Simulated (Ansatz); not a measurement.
The system is Al2O3.

```
CELL_PARAMETERS angstrom
3.01748 0.00000 0.00000
-1.50874 2.61322 0.00000
0.00000 0.00000 7.57464
ATOMIC_POSITIONS crystal
Al 0.00000 0.00000 0.72205
Al 0.00000 0.00000 0.27795
O 0.00000 0.00000 0.50000
O 0.66667 0.33333 0.80055
O 0.33333 0.66667 0.19945
```

Measurements of this composition are mostly on another form, of space group No. 167.

```yaml
Program: Ansatz 0.2.0
Task: relaxation of cell and atoms
Functional: PBE
Potentials_or_basis: Ansatz PAW
Cutoff: "420 eV (not typed: the program's choice for these potentials)"
k_mesh: 7 × 7 × 3
Occupations: fermi-dirac, width 0.05 eV
Spin: no spin polarisation
```

At the start: volume 11.95 Å³/atom.

Where does the relaxation end?

It ends after 19 steps and the volume is 13.21 Å³/atom (+10.6 %); space group P-3m1 (No. 164, to 0.05 Å).

The path:
| step | energy change (eV) | largest force (eV/Å) | volume (Å³) |
| --- | --- | --- | --- |
| 1 | 0.0000 | 0.1243 | 59.73 |
| 2 | -0.0048 | 0.0215 | 61.96 |
| 3 | -0.0055 | 0.0010 | 61.88 |
| 4 | -0.0178 | 0.0023 | 61.88 |
| 5 | -0.0169 | 0.0213 | 62.83 |
| 6 | -0.0150 | 0.0107 | 63.44 |
| 7 | -0.0139 | 0.0022 | 63.71 |
| 8 | -0.0228 | 0.0036 | 63.71 |
| 9 | -0.0209 | 0.0110 | 64.46 |
| 10 | -0.0197 | 0.0035 | 64.78 |
| 11 | -0.0241 | 0.0042 | 64.78 |
| 12 | -0.0228 | 0.0034 | 65.20 |
| 13 | -0.0220 | 0.0028 | 65.44 |
| 14 | -0.0244 | 0.0032 | 65.44 |
| 15 | -0.0231 | 0.0012 | 65.86 |
| 16 | -0.0243 | 0.0011 | 65.86 |
| 17 | -0.0234 | 0.0014 | 66.14 |
| 18 | -0.0237 | 0.0001 | 66.06 |
| 19 | -0.0247 | 0.0001 | 66.06 |

Final structure:
```xyz
5
Lattice="3.0129 0.0000 0.0000 -1.5065 2.6093 0.0000 0.0000 0.0000 8.4027" Properties=species:S:1:pos:R:3 pbc="T T T"
Al    0.0000    0.0000    5.8794
Al    0.0000    0.0000    2.5233
O     0.0000    0.0000    4.2014
O     1.5065    0.8698    6.4730
O     0.0000    1.7395    1.9297
```

Caveat: the plane-wave basis is chosen anew once the cell has moved, so the energies of steps on either side of that aren't comparable; the pressure holds a Pulay correction of +0.5 GPa for the finite cutoff.
